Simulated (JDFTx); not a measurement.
The system is As.

```
As
1.0
     4.56640    0.00000    0.00000
    -2.28320    3.95462    0.00000
     0.00000    0.00000    2.83374
As
2
Direct
  0.33333 0.66667 0.00000
  0.66667 0.33333 0.00000
```

The cell was built by a generator and needn't be a form met in nature.

```yaml
Program: JDFTx 1.7.0 (patched build)
Task: single point
Functional: PBE
Potentials_or_basis: PseudoDojo-SR-PBE-0.5-standard with smoothed tails
Cutoff: 1143 eV
Density_cutoff: 9143 eV
k_mesh: 7 × 7 × 9
Occupations: fermi-dirac, width 0.05 eV
Spin: no spin polarisation
```

On this cell: pressure -0.1 GPa; largest force under 0.003 eV/Å; band gap on the k mesh none (metal or under the smearing width).

The same run follows on a disturbed copy (atoms moved at random, drawn with an rms of 0.05 Å):

```
CELL_PARAMETERS angstrom
4.56640 0.00000 0.00000
-2.28320 3.95462 0.00000
0.00000 0.00000 2.83374
ATOMIC_POSITIONS crystal
As 0.33670 0.67212 0.01110
As 0.67221 0.33843 0.01810
```

Task: What does the disturbed cell give?

Result: The energy (extrapolated to zero smearing) moves by +0.2 meV/atom; pressure -0.1 GPa; largest force 0.051 eV/Å; band gap on the k mesh none (metal or under the smearing width).

Forces in eV/Å, atoms in the order of the input:
```
As   0.046 -0.007  0.022
As  -0.046  0.007 -0.022
```

Stress tensor (GPa, compression positive):
```
-1.06  0.12  0.00
 0.12 -1.03  0.00
 0.00  0.00  1.79
```
